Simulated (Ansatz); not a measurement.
# Au (element-swapped structure): how the settings move a relaxation

How sensitive is a relaxation of Au (element-swapped structure) to its settings? A reference run comes first, then four runs with altered input.

Program: Ansatz 0.2.0. Level of theory: reference: DFT r2SCAN, plane waves, PAW, scalar-relativistic, no spin polarisation. These are calculated values, not measurements.

## 1. The system as given

It takes space group Fm-3m (No. 225, cubic). Conventional cell: a = 4.144 Å, b = 4.144 Å, c = 4.144 Å, α = 90.00°, β = 90.00°, γ = 90.00°. Around Au (site symmetry m-3m) lie 12 Au at 2.93 Å.

As a file:

```
CELL_PARAMETERS angstrom
0.00000 2.07199 2.07199
2.07199 0.00000 2.07199
2.07199 2.07199 0.00000
ATOMIC_POSITIONS crystal
Au 0.00000 0.00000 0.00000
```

## 2. Baseline

Input file input.yaml:

```yaml
crystal:
  lattice:
    - [0.0, 2.071987, 2.071987]
    - [2.071987, 0.0, 2.071987]
    - [2.071987, 2.071987, 0.0]
  atoms:
    - { symbol: Au, position: [0.0, 0.0, 0.0] }
  symmetry: { tolerance: 0.0003 }
kpoints:
  mp_grid: { grid: [7, 7, 7], shift: [0, 0, 0] }
magnetization:
  spin_polarized: false
scf:
  occupations: { method: fermi_dirac, width: 0.0974 }
hamiltonian:
  pseudopotentials: { kind: paw }
  xc: r2scan
basis:
  ecutwfc: 500
output:
  forces: true
  stress: true
  eigenvalues: true
relax:
  max_steps: 40
  cell: {}
```

Run with:

```sh
$ ansatz run input.yaml --threads 1 --pin off --max-ram 2560MiB --backend cpu --events-out ev --progress --plain --runs-dir out
```

## 3. Changing settings: n_extra_bands 8, accuracy low

input.yaml: that of step 2 with these lines changed.

```diff
@@ -14,2 +14,3 @@
   occupations: { method: fermi_dirac, width: 0.0974 }
+  n_extra_bands: 8
 hamiltonian:
@@ -26 +27,2 @@
   cell: {}
+accuracy: low
```

## 4. Variant: n_extra_bands 4, xc_grid 2

input.yaml: that of step 2 with these lines changed.

```diff
@@ -14,2 +14,3 @@
   occupations: { method: fermi_dirac, width: 0.0974 }
+  n_extra_bands: 4
 hamiltonian:
@@ -19,2 +20,3 @@
   ecutwfc: 500
+  xc_grid: 2
 output:
```

## 5. Changed: preconditioner resta, f_tol 0.02, max_displacement 0.5

input.yaml: that of step 2 with these lines changed.

```diff
@@ -14,2 +14,3 @@
   occupations: { method: fermi_dirac, width: 0.0974 }
+  mixing: { preconditioner: resta }
 hamiltonian:
@@ -26 +27,3 @@
   cell: {}
+  f_tol: 0.02
+  max_displacement: 0.5
```

## 6. Changed: xc pbe

input.yaml: that of step 2 with these lines changed.

```diff
@@ -16,3 +16,3 @@
   pseudopotentials: { kind: paw }
-  xc: r2scan
+  xc: pbe
 basis:
```

Q: Predict the outcome of this session. Wanted: for each run, ending; energy change; pressure; gap; force.

As calculated:

| run | ending | energy change | pressure (GPa) | gap (eV) | force (eV/Å) | cycles | time |
| --- | --- | --- | --- | --- | --- | --- | --- |
| reference | converged | 0 | 0.0 | 0.00 | 0.00 | 32 | 4.8 s |
| 1: n_extra_bands 8, accuracy low | converged | 0.0 meV/atom | 0.0 | 0.00 | 0.00 | 33 | 4.6 s |
| 2: n_extra_bands 4, xc_grid 2 | converged | 0.0 meV/atom | 0.0 | 0.00 | 0.00 | 32 | 4 s |
| 3: preconditioner resta, f_tol 0.02, max_displacement 0.5 | converged | 0.0 meV/atom | 0.0 | 0.00 | 0.00 | 31 | 4.8 s |
| 4: xc pbe | converged | not comparable | 0.0 | 0.00 | 0.00 | 21 | 1.9 s |

Of the converged runs whose energies compare with the reference's, none moves it noticeably. Of the variants the dearest is «preconditioner resta, f_tol 0.02, max_displacement 0.5» (4.8 s), the cheapest «xc pbe» (1.9 s), on a shared host.

Caveats on the reference run: it is run without spin, though an odd electron count or open d shells could carry moments; its mesh is coarse for a cell with so small a gap or none.
